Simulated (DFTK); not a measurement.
Runs of DFTK 0.8.2 on Mo. The typed cell holds 1 atom: a = 2.785 Å, b = 2.985 Å, c = 2.927 Å, α = 59.76°, β = 54.74°, γ = 58.94°. This isn't the form of Mo at room conditions, which is bcc.

```csv
smearing,gap on the mesh (eV),pressure (GPa)
fermi-dirac 0.1 eV,none,(a)
gaussian 0.1 eV,none,-1.3
methfessel-paxton order 1 0.1 eV,none,-1.3
methfessel-paxton order 2 0.1 eV,none,-1.4
cold 0.1 eV,none,-1.3
```

Alike in all rows: task single point; level PBE; potentials or basis dojo.nc.sr.pbe.v0_4_1.standard.upf (PBE); no spin polarisation; cell as given; k mesh 9 × 9 × 9; cutoff (eV) 1088.

Q: Fill in the values left out.

A: (a) -1.0.

A k mesh can miss the band edges, and the runs leave out spin-orbit coupling on Mo.

A gap of «none» marks a metal or a gap under the smearing width.
